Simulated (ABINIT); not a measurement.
The system is Fe.

```
CELL_PARAMETERS angstrom
-1.44300 1.44300 1.44300
1.44300 -1.44300 1.44300
1.44300 1.44300 -1.44300
ATOMIC_POSITIONS crystal
Fe 0.00000 0.00000 0.00000
```

Base run:

* Program: ABINIT 10.8.3 (patched build)
* Functional: PBE
* Potentials or basis: PseudoDojo NC SR PBE v0.4.1 standard
* Cutoff: 1252 eV
* k mesh: 10 × 10 × 10
* Occupations: fermi-dirac, width 0.05 eV
* Spin: collinear spin, ferromagnetic start
* Starting moments: [3.0] μB

Its results: pressure -8.0 GPa; net moment 2.32 μB per cell; site moments Fe +2.40 μB.

Question: The run is repeated on the same cell with these changes: k mesh from 10 × 10 × 10 to 16 × 16 × 16, with 2 shifts; occupations from fermi-dirac, width 0.05 eV to gaussian, width 0.136 eV. What comes out?

Answer: Pressure -5.6 GPa; net moment 2.44 μB per cell; site moments Fe +2.50 μB.
